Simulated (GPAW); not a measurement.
BN:

```xyz
4
Lattice="2.5539 0.0000 0.0000 -1.2770 2.2118 0.0000 0.0000 0.0000 4.2269" Properties=species:S:1:pos:R:3 pbc="T T T"
N     0.0000    1.4745    0.5295
N     1.2770    0.7373    2.6430
B     0.0000    1.4745    2.1123
B     1.2770    0.7373    4.2257
```

Measurements of this composition are mostly on another form, of space group No. 194.

- Program: GPAW 26.7.0
- Task: single point
- Functional: PBE
- Potentials or basis: GPAW PAW data sets (gpaw-data 1.2.1)
- Cutoff: 800 eV
- Basis: pw
- k mesh: 12 × 12 × 6
- Occupations: fermi-dirac, width 0.05 eV
- Spin: no spin polarisation

On this cell: pressure -1.2 GPa; largest force 0.015 eV/Å; band gap on the k mesh 5.20 eV, indirect (least direct gap 8.25 eV).

The same run follows on a disturbed copy (atoms moved at random, drawn with an rms of 0.05 Å):

```
CELL_PARAMETERS angstrom
2.55394 0.00000 0.00000
-1.27697 2.21178 0.00000
0.00000 0.00000 4.22685
ATOMIC_POSITIONS crystal
N 0.33349 0.65369 0.12233
N 0.66826 0.32131 0.62147
B 0.32327 0.67179 0.48849
B 0.69674 0.34690 0.99522
```

What changes?

The energy moves by +31.6 meV/atom; pressure 0.1 GPa; largest force 1.825 eV/Å; band gap on the k mesh 4.48 eV, indirect (least direct gap 7.38 eV).

Forces on the atoms (eV/Å):
```
N    0.739  1.248 -0.356
N   -0.604  0.927 -0.349
B    1.050 -0.829  1.043
B   -1.185 -1.346 -0.337
```

Stress tensor (GPa, compression positive):
```
 0.98  1.08  0.75
 1.08  0.16  1.21
 0.75  1.21 -0.85
```

A k mesh can miss the band edges.
